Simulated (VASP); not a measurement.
# SnTe (Fm-3m) in VASP: notebook, part 2 of 2

VASP 6.6.1.

### 3 Relaxation of cell and atoms, PBEsol

Input file INCAR:

```
SYSTEM = SnTe
ALGO     = Fast           ! electronic algorithm
EDIFF    = 1E-7           ! SCF threshold, eV
EDIFFG   = -0.005         ! ionic threshold
ENCUT    = 580            ! plane-wave cutoff, eV
GGA      = PS             ! functional
IBRION   = 2              ! ionic algorithm
ISIF     = 3              ! what is computed and relaxed
ISMEAR   = 0              ! smearing method
LASPH    = .TRUE.         ! aspherical terms in the spheres
LCHARG   = .FALSE.        ! write CHGCAR
LREAL    = .FALSE.        ! projectors in reciprocal space
LWAVE    = .FALSE.        ! write WAVECAR
NELM     = 100            ! most SCF steps
NSW      = 90             ! ionic steps
PREC     = Accurate       ! precision mode
SIGMA    = 0.1            ! smearing width, eV
```

Input file KPOINTS:

```
k-points
0
G
  12 12 12
  0 0 0
```

Input file POSCAR:

```
SnTe
1.0
    0.0000000000      3.1858130700      3.1858130700
    3.1858130700      0.0000000000      3.1858130700
    3.1858130700      3.1858130700      0.0000000000
Sn Te
1 1
Direct
    0.0000000000      0.0000000000      0.0000000000
    0.5000000000      0.5000000000      0.5000000000
```

Potentials or basis: VASP PAW PBE potentials, release 64 (Sn, Te).

Run with:

```sh
cat potpaw_PBE.64/Sn/POTCAR potpaw_PBE.64/Te/POTCAR > POTCAR
mpirun -np 1 vasp_std > vasp.out
```

OUTCAR:

```text
SYSTEM = SnTe
   EDIFF = 1E-7
   EDIFFG = -0.005
   ENCUT = 580
   GGA = PS
   IBRION = 2
   ISIF = 3
   ISMEAR = 0
   LASPH = .TRUE.
   LREAL = .FALSE.
   NELM = 100
   NSW = 90
   PREC = Accurate

 ion  position               nearest neighbor table
   1  0.000  0.000  0.000-   2 3.19   2 3.19   2 3.19   2 3.19   2 3.19   2 3.19
   2  0.500  0.500  0.500-   1 3.19   1 3.19   1 3.19   1 3.19   1 3.19   1 3.19

  LATTYP: Found a face centered cubic cell.
 ALAT       =     6.3716261400

  Lattice vectors:

 A1 = (   0.0000000000,   3.1858130700,   3.1858130700)
 A2 = (   3.1858130700,   0.0000000000,   3.1858130700)
 A3 = (   3.1858130700,   3.1858130700,   0.0000000000)

Analysis of symmetry for initial positions (statically):
=====================================================================
 Subroutine PRICEL returns:
 Original cell was already a primitive cell.

 Routine SETGRP: Setting up the symmetry group for a
 face centered cubic supercell.

 Subroutine GETGRP returns: Found 48 space group operations
 (whereof 48 operations were pure point group operations)
 out of a pool of 48 trial point group operations.

The static configuration has the point symmetry O_h .

Analysis of symmetry for dynamics (positions and initial velocities):
=====================================================================
 Subroutine PRICEL returns:
 Original cell was already a primitive cell.

 Routine SETGRP: Setting up the symmetry group for a
[... 228 lines left out ...]

 number of electron      10.0000000 magnetization

 Free energy of the ion-electron system (eV)
  ---------------------------------------------------
  ext. energy  EPLUGINS =         0.00000000
  ---------------------------------------------------
  free energy    TOTEN  =        -8.33338584 eV

  energy without entropy =       -8.33324963  energy(sigma->0) =       -8.33331774

 E-fermi :   5.7243     XC(G=0):  -9.6066

 val. band max:        5.6426180564   @ k =   0.5000   0.0000   0.0000
 cond. band min:       5.8070050063   @ k =   0.5000   0.0000   0.0000
 fundamental gap:      0.1643869498
 Fermi energy:         5.7243328902

 k-point     1 :       0.0000    0.0000    0.0000
  band No.  band energies     occupation
      1      -7.1712      2.00000
      2       1.0266      2.00000
      3       3.5460      2.00000
      4       3.5460      2.00000
      5       3.5460      2.00000
      6       9.0506      0.00000
      7       9.0506      0.00000
      8       9.0506      0.00000
      9      10.3930      0.00000
[... 265 lines left out ...]
 k-point    24 :      -0.4167    0.1667    0.0000
  band No.  band energies     occupation
      1      -5.7711      2.00000
      2      -2.4423      2.00000
      3       2.1316      2.00000
      4       3.3705      2.00000
      5       4.3086      2.00000
      6       6.8205      0.00000
      7       6.9368      0.00000
      8       8.7984      0.00000
      9      12.1582      0.00000

 [... further k-points ...]

------------------------ aborting loop because EDIFF is reached ----------------------------------------

  FORCE on cell =-STRESS in cart. coord.  units (eV):
  Direction    XX          YY          ZZ          XY          YZ          ZX
  --------------------------------------------------------------------------------------
  -------------------------------------------------------------------------------------
  Total        0.0015998      0.0015998      0.0015998      0.0000000      0.0000000      0.0000000
  in kB        0.0412263      0.0412263      0.0412263      0.0000000      0.0000000      0.0000000
  external PRESSURE =       0.0412263 kB  Pullay stress =       0.0000000 kB
[... 17 lines left out ...]
  FREE ENERGIE OF THE ION-ELECTRON SYSTEM (eV)
  ---------------------------------------------------
  free  energy   TOTEN  =        -8.3333858423 eV

  energy  without entropy=       -8.3332496323  energy(sigma->0) =       -8.33331774

 reached required accuracy - stopping structural energy minimisation
```

It took 42 s on 1 thread of Intel Xeon 6975P-C (Granite Rapids), shared host; peak memory 0.26 GiB.

What came out:

* Free energy: -8.3334 eV
* Relaxed volume: 31.09 Å³/atom
* Relaxed cell: a = 4.447 Å, b = 4.447 Å, c = 4.447 Å, α = 60.00°, β = 60.00°, γ = 60.00°
* Space group after relaxing (to 0.05 Å): Fm-3m (No. 225)
* Energy gained by relaxing: 6.9 meV/atom
* Ionic steps: 3
* Pressure after relaxing: 0.0 GPa
* Band gap on the k mesh: 0.16 eV, direct

The path:
| step | energy change (eV) | largest force (eV/Å) | pressure (GPa) | volume (Å³) |
| --- | --- | --- | --- | --- |
| 1 | 0.0000 | 0.0000 | -1.72 | 64.67 |
| 2 | -0.0127 | 0.0000 | 0.56 | 61.47 |
| 3 | -0.0139 | 0.0000 | 0.00 | 62.17 |

Final structure:
```cif
data_structure
_symmetry_space_group_name_H-M 'P 1'
_symmetry_Int_Tables_number 1
_cell_length_a 4.4467
_cell_length_b 4.4467
_cell_length_c 4.4467
_cell_angle_alpha 60.000
_cell_angle_beta 60.000
_cell_angle_gamma 60.000
_cell_volume 62.17
loop_
_atom_site_label
_atom_site_type_symbol
_atom_site_fract_x
_atom_site_fract_y
_atom_site_fract_z
_atom_site_occupancy
Sn1 Sn 0.00000 0.00000 0.00000 1
Te1 Te 0.50000 0.50000 0.50000 1
```

Caveat: the PAW data sets were made with another functional, which shifts forces and pressure a little; spin-orbit coupling is left out, which moves the levels of the heavy elements. A k mesh can miss the band edges.

### 4 Relaxation of cell and atoms, RPBE

INCAR, as its differences from that of step 3:

```diff
@@ -4,4 +4,4 @@
 EDIFFG   = -0.005         ! ionic threshold
-ENCUT    = 580            ! plane-wave cutoff, eV
-GGA      = PS             ! functional
+ENCUT    = 600            ! plane-wave cutoff, eV
+GGA      = RP             ! functional
 IBRION   = 2              ! ionic algorithm
```

KPOINTS is that of step 3.

POSCAR is that of step 3.

Potentials or basis: VASP PAW PBE potentials, release 64 (Sn_d, Te).

Run with:

```sh
cat potpaw_PBE.64/Sn_d/POTCAR potpaw_PBE.64/Te/POTCAR > POTCAR
mpirun -np 1 vasp_std > vasp.out
```

It took 75 s on 1 thread of Intel Xeon 6975P-C (Granite Rapids), shared host; peak memory 0.28 GiB.

Results (log left out):

- Free energy: -6.8758 eV
- Relaxed volume: 34.05 Å³/atom
- Relaxed cell: a = 4.584 Å, b = 4.584 Å, c = 4.584 Å, α = 60.00°, β = 60.00°, γ = 60.00°
- Space group after relaxing (to 0.05 Å): Fm-3m (No. 225)
- Energy gained by relaxing: 10.8 meV/atom
- Ionic steps: 3
- Pressure after relaxing: 0.0 GPa
- Band gap on the k mesh: 0.17 eV, direct

The path:
| step | energy change (eV) | largest force (eV/Å) | pressure (GPa) | volume (Å³) |
| --- | --- | --- | --- | --- |
| 1 | 0.0000 | 0.0000 | 2.11 | 64.67 |
| 2 | -0.0209 | 0.0000 | -0.32 | 68.73 |
| 3 | -0.0216 | 0.0000 | 0.00 | 68.10 |

Final structure:
```xyz
2
Lattice="0.0000 3.2412 3.2412 3.2412 0.0000 3.2412 3.2412 3.2412 0.0000" Properties=species:S:1:pos:R:3 pbc="T T T"
Sn    0.0000    0.0000    0.0000
Te    3.2412    3.2412    3.2412
```

Levels at points of the mesh, in eV from the valence-band top:
```
           k point  band 7  band 8  band 9  band 10  band 11  band 12  band 13  band 14
(0.00, 0.00, 0.00)   -4.88   -1.88   -1.88    -1.88     3.25     3.25     3.25     4.96
(0.50, 0.00, 0.00)   -7.83   -1.56   -1.56     0.00     0.17     0.56     0.56     7.73
(0.50, 0.50, 0.00)   -6.32   -4.93   -3.29    -3.29     2.61     4.60     4.60     5.87
```

Caveat: the PAW data sets were made with another functional, which shifts forces and pressure a little; spin-orbit coupling is left out, which moves the levels of the heavy elements.

### 5 Relaxation of cell and atoms, PBEsol

Input file INCAR:

```
SYSTEM = SnTe
PREC = Accurate ; ENCUT = 600
EDIFF = 1E-7 ; ISMEAR = 0
SIGMA = 0.1 ; LREAL = .FALSE.
LASPH = .TRUE. ; NELM = 60
ALGO = Normal ; ISIF = 3
LWAVE = .FALSE. ; LCHARG = .FALSE.
GGA = PS ; IBRION = 2
NSW = 90 ; EDIFFG = -0.005
```

Input file KPOINTS:

```
regular mesh
0
G
  12 12 12
  0 0 0
```

POSCAR is that of step 4.

Run with:

```sh
cat potpaw_PBE.64/Sn_d/POTCAR potpaw_PBE.64/Te/POTCAR > POTCAR
mpirun -np 1 vasp_std > vasp.out
```

It took 60 s on 1 thread of Intel Xeon 6975P-C (Granite Rapids), shared host; peak memory 0.27 GiB.

The run converged. Its results:

* Free energy: -8.3397 eV
* Relaxed volume: 31.11 Å³/atom
* Relaxed cell: a = 4.448 Å, b = 4.448 Å, c = 4.448 Å, α = 60.00°, β = 60.00°, γ = 60.00°
* Space group after relaxing (to 0.05 Å): Fm-3m (No. 225)
* Energy gained by relaxing: 6.6 meV/atom
* Ionic steps: 3
* Pressure after relaxing: 0.0 GPa
* Band gap on the k mesh: 0.16 eV, direct

The path:
```
step  energy change (eV)  largest force (eV/Å)  pressure (GPa)  volume (Å³)
   1              0.0000                0.0000           -1.67        64.67
   2             -0.0122                0.0000            0.52        61.56
   3             -0.0133                0.0000            0.01        62.21
```

Final structure:
```
Sn Te
1.0
     0.00000    3.14498    3.14498
     3.14498    0.00000    3.14498
     3.14498    3.14498    0.00000
Sn Te
1 1
Direct
  0.00000 0.00000 0.00000
  0.50000 0.50000 0.50000
```

Levels at points of the mesh, in eV from the valence-band top:
```
           k point  band 6  band 7  band 8  band 9  band 10  band 11  band 12  band 13  band 14
(0.00, 0.00, 0.00)  -12.81   -4.64   -2.09   -2.09    -2.09     3.40     3.40     3.40     4.76
(0.50, 0.00, 0.00)  -11.51   -8.33   -1.75   -1.75     0.00     0.16     0.39     0.39     7.76
(0.50, 0.50, 0.00)  -11.20   -6.44   -5.59   -3.72    -3.72     2.13     5.00     5.00     6.46
```

Caveat: the PAW data sets were made with another functional, which shifts forces and pressure a little; spin-orbit coupling is left out, which moves the levels of the heavy elements.

### 6 Relaxation of cell and atoms, LDA

INCAR, as its differences from that of step 5:

```diff
@@ -7,3 +7,3 @@
 LWAVE = .FALSE. ; LCHARG = .FALSE.
-GGA = PS ; IBRION = 2
+GGA = CA ; IBRION = 2
 NSW = 90 ; EDIFFG = -0.005
```

KPOINTS is that of step 5.

POSCAR is that of step 5.

Potentials or basis: VASP PAW LDA potentials, release 64 (Sn_d, Te).

Run with:

```sh
cat potpaw_LDA.64/Sn_d/POTCAR potpaw_LDA.64/Te/POTCAR > POTCAR
mpirun -np 1 vasp_std > vasp.out
```

OUTCAR:

```text
SYSTEM = SnTe
   PREC = Accurate
   ENCUT = 600
   EDIFF = 1E-7
   ISMEAR = 0
   LREAL = .FALSE.
   LASPH = .TRUE.
   NELM = 60
   ISIF = 3
   GGA = CA
   IBRION = 2
   NSW = 90
   EDIFFG = -0.005

 ion  position               nearest neighbor table
   1  0.000  0.000  0.000-   2 3.19   2 3.19   2 3.19   2 3.19   2 3.19   2 3.19
   2  0.500  0.500  0.500-   1 3.19   1 3.19   1 3.19   1 3.19   1 3.19   1 3.19

  LATTYP: Found a face centered cubic cell.
 ALAT       =     6.3716261400

  Lattice vectors:

 A1 = (   0.0000000000,   3.1858130700,   3.1858130700)
 A2 = (   3.1858130700,   0.0000000000,   3.1858130700)
 A3 = (   3.1858130700,   3.1858130700,   0.0000000000)

Analysis of symmetry for initial positions (statically):
=====================================================================
 Subroutine PRICEL returns:
 Original cell was already a primitive cell.

 Routine SETGRP: Setting up the symmetry group for a
 face centered cubic supercell.

 Subroutine GETGRP returns: Found 48 space group operations
 (whereof 48 operations were pure point group operations)
 out of a pool of 48 trial point group operations.

The static configuration has the point symmetry O_h .

Analysis of symmetry for dynamics (positions and initial velocities):
=====================================================================
 Subroutine PRICEL returns:
[... 235 lines left out ...]
  ext. energy  EPLUGINS =         0.00000000
  ---------------------------------------------------
  free energy    TOTEN  =        -8.83288539 eV

  energy without entropy =       -8.83278347  energy(sigma->0) =       -8.83283443

 E-fermi :   7.1494     XC(G=0):  -9.8695

 val. band max:        7.0492254667   @ k =   0.5000   0.0000   0.0000
 cond. band min:       7.2546994108   @ k =   0.5000   0.0000   0.0000
 fundamental gap:      0.2054739441
 Fermi energy:         7.1494151301

 k-point     1 :       0.0000    0.0000    0.0000
  band No.  band energies     occupation
      1     -14.6879      2.00000
      2     -14.6879      2.00000
      3     -14.6770      2.00000
      4     -14.6770      2.00000
      5     -14.6770      2.00000
      6      -5.9241      2.00000
      7       2.4457      2.00000
      8       4.9146      2.00000
      9       4.9146      2.00000
     10       4.9146      2.00000
     11      10.4674      0.00000
     12      10.4674      0.00000
     13      10.4674      0.00000
     14      11.8424      0.00000
[... 377 lines left out ...]
      1     -14.6963      2.00000
      2     -14.6922      2.00000
      3     -14.6741      2.00000
      4     -14.6703      2.00000
      5     -14.6687      2.00000
      6      -4.4557      2.00000
      7      -1.1714      2.00000
      8       3.4789      2.00000
      9       4.7480      2.00000
     10       5.7010      2.00000
     11       8.2160      0.00000
     12       8.3751      0.00000
     13      10.2500      0.00000
     14      13.6366      0.00000

 [... further k-points ...]

------------------------ aborting loop because EDIFF is reached ----------------------------------------

  FORCE on cell =-STRESS in cart. coord.  units (eV):
  Direction    XX          YY          ZZ          XY          YZ          ZX
  --------------------------------------------------------------------------------------
  -------------------------------------------------------------------------------------
  Total        0.0010234      0.0010234      0.0010234      0.0000000      0.0000000     -0.0000000
  in kB        0.0270009      0.0270009      0.0270009      0.0000000      0.0000000     -0.0000000
  external PRESSURE =       0.0270009 kB  Pullay stress =       0.0000000 kB
[... 17 lines left out ...]
  FREE ENERGIE OF THE ION-ELECTRON SYSTEM (eV)
  ---------------------------------------------------
  free  energy   TOTEN  =        -8.8328853938 eV

  energy  without entropy=       -8.8327834724  energy(sigma->0) =       -8.83283443

 reached required accuracy - stopping structural energy minimisation
```

CONTCAR:

```text
SnTe
   1.00000000000000
    -0.0000000000000000    3.1197402821794533    3.1197402821794533
     3.1197402821794533    0.0000000000000000    3.1197402821794533
     3.1197402821794533    3.1197402821794533   -0.0000000000000000
  Sn              Te
     1     1
Direct
     0.0000000000000000    0.0000000000000000    0.0000000000000000
     0.5000000000000000    0.5000000000000000    0.5000000000000000

  0.00000000E+00  0.00000000E+00  0.00000000E+00
  0.00000000E+00  0.00000000E+00  0.00000000E+00
```

Run time: 54 s. Hardware: 1 thread of Intel Xeon 6975P-C (Granite Rapids), shared host; peak memory 0.23 GiB.

What came out:

```
Free energy                            : -8.8329 eV
Relaxed volume                         : 30.36 Å³/atom
Relaxed cell                           : a = 4.412 Å, b = 4.412 Å, c = 4.412 Å, α = 60.00°, β = 60.00°, γ = 60.00°
Space group after relaxing (to 0.05 Å) : Fm-3m (No. 225)
Energy gained by relaxing              : 18.0 meV/atom
Ionic steps                            : 3
Pressure after relaxing                : 0.0 GPa
Band gap on the k mesh                 : 0.21 eV, direct
```

Step by step:
| step | energy change (eV) | largest force (eV/Å) | pressure (GPa) | volume (Å³) |
| --- | --- | --- | --- | --- |
| 1 | 0.0000 | 0.0000 | -2.79 | 64.67 |
| 2 | -0.0323 | 0.0000 | 1.04 | 59.55 |
| 3 | -0.0361 | 0.0000 | 0.00 | 60.73 |

Final structure:
```xyz
2
Lattice="0.0000 3.1197 3.1197 3.1197 0.0000 3.1197 3.1197 3.1197 0.0000" Properties=species:S:1:pos:R:3 pbc="T T T"
Sn    0.0000    0.0000    0.0000
Te    3.1197    3.1197    3.1197
```

Caveat: spin-orbit coupling is left out, which moves the levels of the heavy elements. A k mesh can miss the band edges.

### 7 Summary

| task | level | potentials or basis | cell | cutoff (eV) | gap on the mesh (eV) | pressure (GPa) | relaxed volume (Å³/atom) |
| --- | --- | --- | --- | --- | --- | --- | --- |
| single point | PBEsol | VASP PAW PBE potentials, release 64 (Sn_d, Te) | as given | 520 | 0.05 | -1.7 | - |
| relaxation of cell and atoms | PBEsol | VASP PAW PBE potentials, release 64 (Sn, Te) | relaxed | 580 | 0.16 | 0.0 | 31.09 |
| relaxation of cell and atoms | RPBE | VASP PAW PBE potentials, release 64 (Sn_d, Te) | relaxed | 600 | 0.17 | 0.0 | 34.05 |
| relaxation of cell and atoms | PBEsol | VASP PAW PBE potentials, release 64 (Sn_d, Te) | relaxed | 600 | 0.16 | 0.0 | 31.11 |
| relaxation of cell and atoms | LDA | VASP PAW LDA potentials, release 64 (Sn_d, Te) | relaxed | 600 | 0.21 | 0.0 | 30.36 |

Alike in all rows: no spin polarisation; k mesh 12 × 12 × 12; smearing gaussian 0.1 eV.

Caveats: spin-orbit coupling is left out, which moves the levels of the heavy elements; the PAW data sets were made with another functional, which shifts forces and pressure a little (some runs).

Total energies depend on the potentials used, so only differences within one code and one set of settings carry meaning.

### 8 Comparison with measurements

Step 2. Measured gap of SnTe: 0.18 eV (direct; 300 K; a printed reference work, textbook). This calculation gives 0.05 eV (-0.13 eV). Spin-orbit coupling on Sn, Te is left out. The value is that of PBEsol on a finite k mesh, which can miss the band edges, without temperature or zero-point motion. Semilocal functionals fall short of measured gaps as a rule. The cell is a database's relaxed one, not the measured one, which moves gaps too.
